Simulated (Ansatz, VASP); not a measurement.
Two plane-wave programs on MgO

File POSCAR:

```
MgO
1.0
    0.0000000000      2.3267622335      2.3267622335
    2.3267622335      0.0000000000      2.3267622335
    2.3267622335      2.3267622335      0.0000000000
Mg O
1 1
Direct
    0.0000000000      0.0000000000      0.0000000000
    0.2500000000      0.2500000000      0.2500000000
```

Contents of INCAR.step1:

```
PREC = Accurate
ENCUT = 520
ISMEAR = 0
SIGMA = 0.01
LREAL = F
LASPH = T
NELM = 100
NBANDS = 11
GGA = PE
ALGO = Normal
EDIFF = 1E-4
LWAVE = T
LCHARG = F
```

File INCAR.step2:

```
PREC = Accurate
ENCUT = 520
EDIFF = 1E-6
ISMEAR = 0
SIGMA = 0.01
LREAL = F
LASPH = T
NELM = 100
ALGO = Normal
ISIF = 2
LWAVE = F
LCHARG = F
METAGGA = R2SCAN
LMIXTAU = T
NBANDS = 11
ISTART = 1
```

Contents of KPOINTS:

```
regular mesh
0
Gamma
  8 8 8
```

Input for Ansatz:

```yaml
crystal:
  lattice:
    - [0.0, 2.3267622335, 2.3267622335]
    - [2.3267622335, 0.0, 2.3267622335]
    - [2.3267622335, 2.3267622335, 0.0]
  atoms:
    - { symbol: Mg, position: [0.0, 0.0, 0.0] }
    - { symbol: O, position: [0.25, 0.25, 0.25] }
kpoints:
  mp_grid: { grid: [8, 8, 8] }
hamiltonian:
  xc: r2scan
scf:
  occupations: { method: fixed }
  n_extra_bands: 4
output:
  forces: true
  stress: true
  eigenvalues: true
```

Alike in both runs: task single point; functional r2SCAN; k mesh 8 × 8 × 8; no spin polarisation.

```csv
,VASP,Ansatz
version,VASP 6.6.1,Ansatz 0.2.0
potentials or method,"VASP PAW PBE potentials, release 64 (Mg, O)","plane waves, PAW"
plane-wave cutoff (eV),520,500
occupations,"gaussian, width 0.01 eV",fixed
valence electrons in the cell,8,16
```

Ansatz gave:

| Property | Result |
| --- | --- |
| gap on the k mesh at the Fermi level (eV) | 4.00 |
| pressure (GPa) | -6.5 |

Question: What did VASP give for the same quantities?

Answer: gap on the k mesh at the Fermi level (eV): 3.98; pressure (GPa): -7.1.

The two sets of potentials don't hold the same shells in valence.

Caveats: the PAW data sets were made with another functional, which shifts forces and pressure a little (VASP). r2SCAN opens gaps a little over a GGA but as a rule still falls short of measured ones.
